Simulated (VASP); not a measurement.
# Sr in VASP: a series of runs

One slab, Sr, is run at these levels: PBEsol; tasks: single point.

All numbers are computed with VASP 6.6.1; they aren't measurements. Logs are shortened: lines on timing, memory, paths and dates and some standing lists are left out, and cuts for length are marked.

## Step 1: The cell of the first run

The cell holds a slab with vacuum, 4 atoms: a = 4.183 Å, b = 4.183 Å, c = 25.247 Å, α = 90.00°, β = 90.00°, γ = 120.00°.

The slab is cut from a database's or a generator's crystal, which needn't be the stable form of the element.

## Step 2: Single point, PBEsol ((1 1 1) slab, atoms relaxed)

Contents of INCAR:

```
SYSTEM = Sr
ALGO = Fast
DIPOL = 0.5 0.5 0.500
EDIFF = 1E-6
ENCUT = 520
GGA = PS
IDIPOL = 3
ISIF = 2
ISMEAR = 0
LASPH = .True.
LCHARG = .True.
LDIPOL = .True.
LELF = .True.
LREAL = .False.
LVACPOTAV = .True.
LVHAR = .True.
LWAVE = .False.
NBANDS = 28
NELM = 100
PREC = Accurate
SIGMA = 0.1
```

Contents of KPOINTS:

```
k-points
0
Gamma
  9 9 1
  0 0 0
```

Contents of POSCAR:

```
Sr
1.0
    4.1831297288      0.0000000000      0.0000000000
   -2.0915648644      3.6226966124      0.0000000000
    0.0000000000      0.0000000000     25.2465333634
Sr
4
Direct
    0.6666666667      0.3333333333      0.3013550108
    0.3333333333      0.6666666667      0.4329740734
    0.0000000000      0.0000000000      0.5670259315
    0.6666666667      0.3333333333      0.6986449843
```

Potentials or basis: VASP PAW PBE potentials, release 64 (Sr_sv).

The run is started by

```
$ cat potpaw_PBE.64/Sr_sv/POTCAR > POTCAR
$ mpirun -np 1 vasp_std > vasp.out
```

OUTCAR:

```text
SYSTEM = Sr
   EDIFF = 1E-6
   ENCUT = 520
   GGA = PS
   ISIF = 2
   ISMEAR = 0
   LASPH = .True.
   LREAL = .False.
   NELM = 100
   PREC = Accurate

 ion  position               nearest neighbor table
   1  0.667  0.333  0.301-   2 4.11   2 4.11   2 4.11
   2  0.333  0.667  0.433-   1 4.11   1 4.11   1 4.11   3 4.16   3 4.16   3 4.16
   3  0.000  0.000  0.567-   4 4.11   4 4.11   4 4.11   2 4.16   2 4.16   2 4.16
   4  0.667  0.333  0.699-   3 4.11   3 4.11   3 4.11

  LATTYP: Found a hexagonal cell.
 ALAT       =     4.1831297288
 C/A-ratio  =     6.0353216372

  Lattice vectors:

 A1 = (   4.1831297288,   0.0000000000,   0.0000000000)
 A2 = (  -2.0915648644,   3.6226966124,   0.0000000000)
 A3 = (   0.0000000000,   0.0000000000,  25.2465333634)

Analysis of symmetry for initial positions (statically):
=====================================================================
 Subroutine PRICEL returns:
 Original cell was already a primitive cell.

 Routine SETGRP: Setting up the symmetry group for a
 hexagonal supercell.

 Subroutine GETGRP returns: Found 12 space group operations
 (whereof  6 operations were pure point group operations)
 out of a pool of 24 trial point group operations.

The static configuration has the point symmetry C_3v.
 The point group associated with its full space group is D_3d.

Analysis of symmetry for dynamics (positions and initial velocities):
=====================================================================
 Subroutine PRICEL returns:
 Original cell was already a primitive cell.

 Routine SETGRP: Setting up the symmetry group for a
 hexagonal supercell.

 Subroutine GETGRP returns: Found 12 space group operations
 (whereof  6 operations were pure point group operations)
 out of a pool of 24 trial point group operations.

The dynamic configuration has the point symmetry C_3v.
 The point group associated with its full space group is D_3d.

 Subroutine INISYM returns: Found 12 space group operations
 (whereof  6 operations are pure point group operations),
 and found     1 'primitive' translations

----------------------------------------------------------------------------------------

                                     Primitive cell

  volume of cell :     382.5913

  direct lattice vectors                    reciprocal lattice vectors
     4.183129729  0.000000000  0.000000000     0.239055460  0.138018734  0.000000000
    -2.091564864  3.622696612  0.000000000     0.000000000  0.276037468  0.000000000
     0.000000000  0.000000000 25.246533363     0.000000000  0.000000000  0.039609398

  length of vectors
     4.183129729  4.183129729 25.246533363     0.276037468  0.276037468  0.039609398

  position of ions in fractional coordinates (direct lattice)
     0.666666667  0.333333333  0.301355011
     0.333333333  0.666666667  0.432974073
     0.000000000  0.000000000  0.567025931
     0.666666667  0.333333333  0.698644984

  ion indices of the primitive-cell ions
   primitive index   ion index
                 1           1
                 2           2
                 3           3
                 4           4

----------------------------------------------------------------------------------------

 KPOINTS: k-points

Automatic generation of k-mesh.
 Grid dimensions read from file:
 generate k-points for:    9    9    1

 Generating k-lattice:

  Cartesian coordinates                     Fractional coordinates (reciprocal lattice)
     0.026561718  0.015335415  0.000000000     0.111111111  0.000000000  0.000000000
     0.000000000  0.030670830  0.000000000     0.000000000  0.111111111  0.000000000
     0.000000000  0.000000000  0.039609398     0.000000000  0.000000000  1.000000000

  Length of vectors
     0.030670830  0.030670830  0.039609398

  Shift w.r.t. Gamma in fractional coordinates (k-lattice)
     0.000000000  0.000000000  0.000000000

 Subroutine IBZKPT returns following result:
 ===========================================

 Found     12 irreducible k-points:

 Following reciprocal coordinates:
            Coordinates               Weight
  0.000000  0.000000  0.000000      1.000000
  0.111111 -0.000000  0.000000      6.000000
  0.222222  0.000000  0.000000      6.000000
  0.333333  0.000000  0.000000      6.000000
  0.444444  0.000000  0.000000      6.000000
  0.111111  0.111111  0.000000      6.000000
  0.222222  0.111111  0.000000     12.000000
  0.333333  0.111111  0.000000     12.000000
  0.444444  0.111111  0.000000      6.000000
  0.222222  0.222222  0.000000      6.000000
  0.333333  0.222222  0.000000     12.000000
  0.333333  0.333333  0.000000      2.000000
   k-points           NKPTS =     12   k-points in BZ     NKDIM =     12   number of bands    NBANDS=     28
   number of dos      NEDOS =    301   number of ions     NIONS =      4
   total plane-waves  NPLWV = 196608
   dimension x,y,z NGX =    32 NGY =   32 NGZ =  192
   dimension x,y,z NGXF=    64 NGYF=   64 NGZF=  384
   ions per type =               4
   NGX,Y,Z   is equivalent  to a cutoff of  12.72, 12.72, 12.64 a.u.
   NGXF,Y,Z  is equivalent  to a cutoff of  25.43, 25.43, 25.29 a.u.
 SYSTEM =  Sr
   PREC   = accura    normal or accurate (medium, high low for compatibility)
   ISTART =      0    job   : 0-new  1-cont  2-samecut
   ICHARG =      2    charge: 1-file 2-atom 10-const
   ISPIN  =      1    spin polarized calculation?
   LNONCOLLINEAR =      F non collinear calculations
   LSORBIT =      F    spin-orbit coupling
   LASPH  =      T    aspherical Exc in radial PAW
   ENCUT  =  520.0 eV  38.22 Ry    6.18 a.u.   7.78  7.78 46.94*2*pi/ulx,y,z
   NELM   =    100;   NELMIN=  2; NELMDL= -5     # of ELM steps
   EDIFF  = 0.1E-05   stopping-criterion for ELM
   LREAL  =      F    real-space projection
   EDIFFG = 0.1E-04   stopping-criterion for IOM
   NSW    =      0    number of steps for IOM
   IBRION =     -1    ionic relax: 0-MD 1-quasi-New 2-CG
   NFREE  =      0    steps in history (QN), initial steepest desc. (CG)
   ISIF   =      2    stress and relaxation
   ISYM   =      2    0-nonsym 1-usesym 2-fastsym
   POTIM  = 0.5000    time-step for ionic-motion
   TEBEG  =    0.0;   TEEND  =   0.0 temperature during run
   PSTRESS=    0.0 pullay stress
   NELECT =      40.0000    total number of electrons
   NUPDOWN=      -1.0000    fix difference up-down
   EMIN   =  10.00;   EMAX   =-10.00  energy-range for DOS
   EFERMI =   0.00;   METHOD = LEGACY
   ISMEAR =     0;   SIGMA  =   0.10  broadening in eV -4-tet -1-fermi 0-gaus
   EFERMI_NEDOS =   21; number of points for ismear=-14 and -15
   IALGO  =     68    algorithm
   IMIX   =      4    mixing-type and parameters
     AMIX     =   0.40;   BMIX     =  1.00
     AMIX_MAG =   1.60;   BMIX_MAG =  1.00
  volume/ion in A,a.u.               =      95.65       645.46
  Fermi-wavevector in a.u.,A,eV,Ry     =   0.771229  1.457411  8.092658  0.594794
  Thomas-Fermi vector in A             =   1.872602
   LORBIT       =      0    0 simple, 1 ext, 2 COOP (PROOUT), +10 PAW based schemes
   GGA     = PS    functional components
   LHFCALC =     F    Hartree Fock is set to
   AEXX    =    0.0000 exact exchange contribution
   IVDW    =     0    specifies the selected vdW correction
   LEPSILON=     F    determine dielectric tensor
   LRPA    =     F    only Hartree local field effects (RPA)
 non-spin polarized calculation
 RMM-DIIS sequential band-by-band and
 Gauss-broadening in eV      SIGMA  =   0.10
  energy-cutoff  :      520.00
  volume of cell :      382.59
 maximum number of plane-waves:     10356
 NGX is ok and might be reduce to    32
   NGX = 15   NGY = 15   NGZ = 93

 number of electron      40.0000000 magnetization

 dipolmoment           0.000000      0.000000      0.000002 electrons x Angstroem

 Free energy of the ion-electron system (eV)
  ---------------------------------------------------
  ext. energy  EPLUGINS =         0.00000000
  ---------------------------------------------------
  free energy    TOTEN  =        -6.61712463 eV

  energy without entropy =       -6.59621972  energy(sigma->0) =       -6.60667218

 E-fermi :  -0.1288     XC(G=0):  -4.7003

 val. band max:       -0.1354454428   @ k =   0.2222   0.2222   0.0000
 cond. band min:      -0.0352789380   @ k =   0.0000   0.0000   0.0000
 fundamental gap:      0.1001665048
 Fermi energy:        -0.1287569378

 k-point     1 :       0.0000    0.0000    0.0000
  band No.  band energies     occupation
      1     -36.9161      2.00000
      2     -36.9161      2.00000
      3     -36.5340      2.00000
      4     -36.5237      2.00000
      5     -19.0037      2.00000
      6     -19.0005      2.00000
[... 20 lines left out ...]
     27       2.0897      0.00000
     28       2.2647      0.00000

 k-point     2 :       0.1111   -0.0000    0.0000
  band No.  band energies     occupation
      1     -36.9147      2.00000
      2     -36.9146      2.00000
      3     -36.5323      2.00000
      4     -36.5225      2.00000
      5     -18.9995      2.00000
      6     -18.9970      2.00000
[... 20 lines left out ...]
     27       1.8623      0.00000
     28       2.1845      0.00000

 k-point     3 :       0.2222    0.0000    0.0000
  band No.  band energies     occupation
      1     -36.9110      2.00000
      2     -36.9110      2.00000
      3     -36.5278      2.00000
      4     -36.5196      2.00000
      5     -18.9893      2.00000
      6     -18.9882      2.00000
[... 20 lines left out ...]
     27       1.5037      0.00000
     28       1.8992      0.00000

 k-point     4 :       0.3333    0.0000    0.0000
  band No.  band energies     occupation
      1     -36.9068      2.00000
      2     -36.9068      2.00000
      3     -36.5225      2.00000
      4     -36.5165      2.00000
      5     -18.9787      2.00000
      6     -18.9778      2.00000
[... 20 lines left out ...]
     27       1.3825      0.00000
     28       2.0320      0.00000

 k-point     5 :       0.4444    0.0000    0.0000
  band No.  band energies     occupation
      1     -36.9041      2.00000
      2     -36.9041      2.00000
      3     -36.5186      2.00000
      4     -36.5149      2.00000
      5     -18.9753      2.00000
      6     -18.9749      2.00000
[... 20 lines left out ...]
     27       1.2757      0.00000
     28       1.9691      0.00000

 k-point     6 :       0.1111    0.1111    0.0000
  band No.  band energies     occupation
      1     -36.9121      2.00000
      2     -36.9121      2.00000
      3     -36.5292      2.00000
      4     -36.5205      2.00000
      5     -18.9923      2.00000
      6     -18.9909      2.00000
[... 20 lines left out ...]
     27       1.5688      0.00000
     28       1.8809      0.00000

 k-point     7 :       0.2222    0.1111    0.0000
  band No.  band energies     occupation
      1     -36.9082      2.00000
      2     -36.9082      2.00000
      3     -36.5242      2.00000
      4     -36.5175      2.00000
      5     -18.9818      2.00000
      6     -18.9813      2.00000
[... 20 lines left out ...]
     27       1.3701      0.00000
     28       2.0079      0.00000

 k-point     8 :       0.3333    0.1111    0.0000
  band No.  band energies     occupation
      1     -36.9047      2.00000
      2     -36.9047      2.00000
      3     -36.5196      2.00000
      4     -36.5152      2.00000
      5     -18.9734      2.00000
      6     -18.9726      2.00000
[... 20 lines left out ...]
     27       1.2407      0.00000
     28       1.8185      0.00000

 k-point     9 :       0.4444    0.1111    0.0000
  band No.  band energies     occupation
      1     -36.9034      2.00000
      2     -36.9034      2.00000
      3     -36.5175      2.00000
      4     -36.5145      2.00000
      5     -18.9732      2.00000
      6     -18.9731      2.00000
[... 20 lines left out ...]
     27       1.1502      0.00000
     28       1.6572      0.00000

 k-point    10 :       0.2222    0.2222    0.0000
  band No.  band energies     occupation
      1     -36.9050      2.00000
      2     -36.9050      2.00000
      3     -36.5200      2.00000
      4     -36.5153      2.00000
      5     -18.9735      2.00000
      6     -18.9733      2.00000
[... 20 lines left out ...]
     27       1.1629      0.00000
     28       1.7383      0.00000

 k-point    11 :       0.3333    0.2222    0.0000
  band No.  band energies     occupation
      1     -36.9029      2.00000
      2     -36.9029      2.00000
      3     -36.5167      2.00000
      4     -36.5144      2.00000
      5     -18.9681      2.00000
      6     -18.9679      2.00000
[... 20 lines left out ...]
     27       0.8962      0.00000
     28       1.3449      0.00000

 k-point    12 :       0.3333    0.3333    0.0000
  band No.  band energies     occupation
      1     -36.9022      2.00000
      2     -36.9022      2.00000
      3     -36.5148      2.00000
      4     -36.5148      2.00000
      5     -18.9661      2.00000
      6     -18.9657      2.00000
[... 20 lines left out ...]
     27       0.8257      0.00000
     28       1.0786      0.00000

------------------------ aborting loop because EDIFF is reached ----------------------------------------

  FORCE on cell =-STRESS in cart. coord.  units (eV):
  Direction    XX          YY          ZZ          XY          YZ          ZX
  --------------------------------------------------------------------------------------
  -------------------------------------------------------------------------------------
  Total        0.3953249      0.3953249     -0.0763450      0.0000000      0.0000000      0.0000000
  in kB        1.6555019      1.6555019     -0.3197099      0.0000000      0.0000000      0.0000000
  external PRESSURE =       0.9970980 kB  Pullay stress =       0.0000000 kB

 VOLUME and BASIS-vectors are now :
 -----------------------------------------------------------------------------
  energy-cutoff  :      520.00
  volume of cell :      382.59
      direct lattice vectors                 reciprocal lattice vectors
     4.183129729  0.000000000  0.000000000     0.239055460  0.138018734  0.000000000
    -2.091564864  3.622696612  0.000000000     0.000000000  0.276037468  0.000000000
     0.000000000  0.000000000 25.246533363     0.000000000  0.000000000  0.039609398

 POSITION                                       TOTAL-FORCE (eV/Angst)
 -----------------------------------------------------------------------------------
      2.09156      1.20757      7.60817        -0.000000      0.000000      0.010103
     -0.00000      2.41513     10.93109         0.000000      0.000000     -0.005929
      0.00000      0.00000     14.31544        -0.000000     -0.000000      0.005929
      2.09156      1.20757     17.63836         0.000000     -0.000000     -0.010103
 -----------------------------------------------------------------------------------
    total drift:                               -0.000000      0.000000      0.000280

  FREE ENERGIE OF THE ION-ELECTRON SYSTEM (eV)
  ---------------------------------------------------
  free  energy   TOTEN  =        -6.6171246318 eV

  energy  without entropy=       -6.5962197226  energy(sigma->0) =       -6.60667218

 vacuum level on the upper side and lower side of the slab         2.447         2.447
```

It took 4.5 min on 1 thread of Intel Xeon Platinum 8488C (Sapphire Rapids), shared host; peak memory 0.49 GiB.

Results:

| Item | Value |
| --- | --- |
| Free energy | -6.6171 eV |
| Largest force | 0.010 eV/Å |
| Band gap on the k mesh | none (metal or under the smearing width) |
| Work function of the upper face | 2.58 eV |
| Work function of the lower face | 2.58 eV |

Forces in eV/Å, atoms in the order of the input:
```
Sr   0.000  0.000  0.010
Sr   0.000  0.000 -0.006
Sr   0.000  0.000  0.006
Sr   0.000  0.000 -0.010
```

Caveat: the PAW data sets were made with another functional, which shifts forces and pressure a little.

## Step 3: Single point, PBEsol ((1 1 1) slab cut from the bulk)

Contents of INCAR:

```
PREC = Accurate
ENCUT = 520
EDIFF = 1E-6
ISMEAR = 0
SIGMA = 0.1
LREAL = F
LASPH = T
NELM = 100
ALGO = Fast
ISIF = 2
LWAVE = F
LCHARG = T
LDIPOL = T
IDIPOL = 3
DIPOL = 0.5 0.5 0.500
GGA = PS
LELF = T
LVHAR = T
LVACPOTAV = T
NBANDS = 28
```

Contents of KPOINTS:

```
Automatic mesh
0
Gamma
  9 9 1
```

Contents of POSCAR:

```
Sr
1.0
    4.1831297288      0.0000000000      0.0000000000
   -2.0915648644      3.6226966124      0.0000000000
    0.0000000000      0.0000000000     25.2465333634
Sr
4
Direct
    0.6666666667      0.3333333333      0.2970704885
    0.3333333333      0.6666666667      0.4323568295
    0.0000000000      0.0000000000      0.5676431705
    0.6666666667      0.3333333333      0.7029295115
```

Potentials or basis: VASP PAW PBE potentials, release 64 (Sr_sv).

The run is started by

```
$ cat potpaw_PBE.64/Sr_sv/POTCAR > POTCAR
$ mpirun -np 1 vasp_std > vasp.out
```

It took 4.2 min on 1 thread of Intel Xeon Platinum 8488C (Sapphire Rapids), shared host; peak memory 0.5 GiB.

The run converged. Its results:

```
Free energy                     : -6.6084 eV
Largest force                   : 0.078 eV/Å
Band gap on the k mesh          : none (metal or under the smearing width)
Work function of the upper face : 2.63 eV
Work function of the lower face : 2.63 eV
```

Forces in eV/Å, atoms in the order of the input:
```
Sr   0.000  0.000  0.078
Sr   0.000  0.000 -0.052
Sr   0.000  0.000  0.052
Sr   0.000  0.000 -0.078
```

Levels at points of the mesh, in eV from the Fermi level:
| k point | band 16 | band 17 | band 18 | band 19 | band 20 | band 21 | band 22 | band 23 | band 24 | band 25 |
| --- | --- | --- | --- | --- | --- | --- | --- | --- | --- | --- |
| (0.00, 0.00, 0.00) | -18.33 | -3.64 | -3.17 | -2.45 | -1.64 | 0.05 | 0.28 | 0.75 | 1.35 | 2.01 |

Caveat: the PAW data sets were made with another functional, which shifts forces and pressure a little.
